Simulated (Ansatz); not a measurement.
# AlNi: tests of the settings

This session on AlNi sets out to see how the k-point mesh shifted by half a step moves the results.

Method: DFT PBEsol, scalar-relativistic, plane waves, PAW, in Ansatz 0.2.0.

### 1 The system as given

The structure is orthorhombic, space group Cmmm (No. 65). Conventional cell: a = 3.877 Å, b = 3.906 Å, c = 3.099 Å, α = 90.00°, β = 90.00°, γ = 90.00°. Al (site symmetry mmm) is surrounded by 8 Ni at 2.48 to 2.49 Å and 4 Al at 2.75 Å. Around Ni (site symmetry mmm) lie 8 Al at 2.48 to 2.49 Å and 4 Ni at 2.75 Å.

Coordinates:

```cif
data_structure
_symmetry_space_group_name_H-M 'Cmmm'
_symmetry_Int_Tables_number 65
_cell_length_a 3.8774
_cell_length_b 3.9064
_cell_length_c 3.0994
_cell_angle_alpha 90.000
_cell_angle_beta 90.000
_cell_angle_gamma 90.000
_cell_volume 46.95
loop_
_atom_site_label
_atom_site_type_symbol
_atom_site_symmetry_multiplicity
_atom_site_Wyckoff_symbol
_atom_site_fract_x
_atom_site_fract_y
_atom_site_fract_z
_atom_site_occupancy
Al1 Al 2 a 0.00000 0.00000 0.00000 1
Ni1 Ni 2 c 0.50000 0.00000 0.50000 1
```

The structure comes from the Materials Project (structure only); it is used as listed.

### 2 The base input

File input.yaml:

```yaml
crystal:
  lattice:
    - [1.938694, -1.95319015, 0.0]
    - [1.938694, 1.95319015, 0.0]
    - [0.0, 0.0, 3.0994300413]
  atoms:
    - { symbol: Al, position: [0.0, 0.0, 0.0] }
    - { symbol: Ni, position: [0.5, 0.5, 0.5] }
basis:
  ecutwfc: 420
kpoints:
  mp_grid: { grid: [16, 16, 14] }
hamiltonian:
  xc: pbesol
scf:
  occupations: { method: gaussian, width: 0.1 }
output:
  forces: true
  stress: true
  eigenvalues: true
  populations: true
```

Its results, from an earlier run: -3165.4098 eV/atom at zero smearing, pressure 0.35 GPa, largest force 0.000 eV/Å, no gap on the mesh, in 6 SCF cycles and 16 s.

### 3 K-point mesh shifted by half a step set to 10×10×10

File input.yaml:

```yaml
crystal:
  lattice:
    - [1.938694, -1.95319015, 0.0]
    - [1.938694, 1.95319015, 0.0]
    - [0.0, 0.0, 3.0994300413]
  atoms:
    - { symbol: Al, position: [0.0, 0.0, 0.0] }
    - { symbol: Ni, position: [0.5, 0.5, 0.5] }
basis:
  ecutwfc: 420
kpoints:
  mp_grid: { grid: [10, 10, 10], shift: [0.5, 0.5, 0.5] }
hamiltonian:
  xc: pbesol
scf:
  occupations: { method: gaussian, width: 0.1 }
output:
  forces: true
  stress: true
  eigenvalues: true
```

Command:

```console
ansatz run input.yaml --threads 1 --pin off --max-ram 2560MiB --backend cpu --events-out ev --progress --plain --runs-dir out
```

### 4 K-point mesh shifted by half a step: 12×12×12

Changes to input.yaml since step 3:

```diff
@@ -11,3 +11,3 @@
 kpoints:
-  mp_grid: { grid: [10, 10, 10], shift: [0.5, 0.5, 0.5] }
+  mp_grid: { grid: [12, 12, 12], shift: [0.5, 0.5, 0.5] }
 hamiltonian:
```

### 5 K-point mesh shifted by half a step set to 14×14×12

Changes to input.yaml since step 4:

```diff
@@ -11,3 +11,3 @@
 kpoints:
-  mp_grid: { grid: [12, 12, 12], shift: [0.5, 0.5, 0.5] }
+  mp_grid: { grid: [14, 14, 12], shift: [0.5, 0.5, 0.5] }
 hamiltonian:
```

(Steps that only read results are left out.)

Q: Predict the outcome of the series: the values and the trend.

**Answer**, as computed:

| quantity | value |
| --- | --- |
| largest energy shift, k-point mesh shifted by half a step | -0.34 meV/atom at 10×10×10 |

The densest shifted mesh lands 0.02 meV/atom from the base run. Spin polarisation is off in the runs that give these values; a magnetic solution could lie lower.
